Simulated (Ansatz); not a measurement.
Write an ASE script for Ansatz 0.2.0 that does the following.

```yaml
Task: band structure
Functional: r2SCAN
Dispersion: rVV10
Potentials_or_basis: Ansatz PAW
Cutoff: 500 eV
Density_cutoff: 2500 eV
k_mesh: 12 × 12 × 12
Occupations: gaussian, width 0.05 eV
Spin: collinear spin, random start
Starting_moments: "[-0.09] μB"
Driver: chain
Path: "[[\"G\", \"X\", \"W\", \"K\", \"G\", \"L\", \"U\", \"W\", \"L\", \"K\"], [\"U\", \"X\"]]"
Points_for_each_segment_of_the_path: 14
```

The structure of Pd lies in Pd.xyz:

```xyz
1
Lattice="0.0000000000 1.9465000000 1.9465000000 1.9465000000 0.0000000000 1.9465000000 1.9465000000 1.9465000000 0.0000000000" Properties=species:S:1:pos:R:3 pbc="T T T"
Pd     0.0000000000      0.0000000000      0.0000000000
```

These files were run (other wordings do the same):

run.py

```python
import json

import ase.io
import numpy as np

import ansatz as az

atoms = ase.io.read("Pd.xyz")
atoms.set_initial_magnetic_moments([-0.09])

calculation = (
    az.Crystal.from_ase(atoms)
    .calculation()
    .kpoints(12, 12, 12)
    .functional("r2scan", dispersion="rvv10")
    .pseudopotentials(kind="paw")
    .spin("collinear")
    .scf(extra_bands=6)
    .occupations(method="gaussian", width=0.05)
    .band_structure(path=(((0.0, 0.0, 0.0), (0.5, 0.0, 0.5), (0.5, 0.25, 0.75), (0.375, 0.375, 0.75), (0.0, 0.0,
        0.0), (0.5, 0.5, 0.5), (0.625, 0.25, 0.625), (0.5, 0.25, 0.75), (0.5, 0.5, 0.5), (0.375, 0.375, 0.75)),
        ((0.625, 0.25, 0.625), (0.5, 0.0, 0.5))), intervals=14)
    .fat_bands()
    .forces()
    .stress()
    .band_table(publish=True)
)
outcome = calculation.run(threads=2, events_out="events.jsonl")

report = outcome.report
for line in open("events.jsonl"):
    event = json.loads(line)
    if event["event"] == "scf_iter":
        d = event["data"]
        print(f"SCF {d['iter']:3d}  HF = {d['harris_foulkes_ev']:.6f} eV  dr2 = {d['dr2_ev']:.2e} eV")
    elif event["event"] in ("relax_step", "md_step"):
        d = event["data"]
        print(f"{event['event']} {d['step']:3d}  E = {d['lagrangian_ev']:.6f} eV")
np.set_printoptions(precision=5, suppress=True, linewidth=110)
print("converged:", report["converged"], "after", report["n_iterations"], "iterations")
print(f"free energy {report['free_energy_ev']:.6f} eV, Fermi level {report['fermi_energy_ev']:.4f} eV")
for key in ("band_edges_ev", "magnetization_mub", "site_moments_mub", "site_moments_nc_mub", "forces_ev_ang",
                "stress_gpa"):
    if report.get(key) is not None:
        print(key, np.array(report[key]), sep="\n")
```

Potentials or basis: Ansatz PAW.

Run with:

```bash
$ python run.py
```

Results of the run:

- Pressure: 0.0 GPa
- Band gap on the k mesh: none (metal or under the smearing width)
- Net moment: -0.42 μB per cell
- Absolute moment: 0.48 μB per cell
- Site moments: Pd -0.45 μB

Caveat: the magnetic or orbital state may not be the lowest; the PAW data sets were made with another functional, which shifts forces and pressure a little.

It took 6.5 s on 2 threads of INTEL(R) XEON(R) PLATINUM 8581C CPU @ 2.10GHz (Emerald Rapids), on a shared host, peak memory 0.5 GiB.
